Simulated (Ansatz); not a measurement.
# GaN: a fit and a missing row

GaN, P6_3mc, a = 3.218 Å, c = 5.243 Å. Ansatz: PBE, PAW, 420 eV, Γ-centred 12×12×6 mesh on 4 atoms, Gaussian smearing 0.02 eV; no spin polarisation. Shape and atoms are relaxed at each volume; pressure is positive in compression.

| V (Å³/atom) | P (GPa) |
| --- | --- |
| 11.053 | 12.22 |
| 11.405 | 5.62 |
| 11.758 | 0.00 |
| 12.111 | -4.76 |
| 12.464 | ? |

**Question.** Take V0 = 11.758 Å³/atom, fit the third-order Birch–Murnaghan form to the other rows, and predict the missing pressure.

**Answer.** With the Eulerian strain f = ½[(V0/V)^(2/3) − 1] and y = P/[3f(1 + 2f)^(5/2)], the form is the line y = B0 + 1.5 B0 (B0′ − 4) f. Rows (f, y): 0.02104, 174.6; 0.01026, 173.5; -0.00976, 170.8. Means f = 0.007180, y = 172.97; Σ(Δf)² = 0.0004885, ΣΔfΔy = 0.06098; the slope is their ratio. y = 172.1 + 124.8 f GPa, so B0 = 172.1 GPa and B0′ = 4 + 2 × (124.8)/(3 × 172.1) = 4.48. At V = 12.464, f = -0.01906, y = 169.72 and P = -8.81 GPa. The run gave -8.81 GPa, the same to the digits shown. The form still works here, 33 % of the fitted range beyond its end.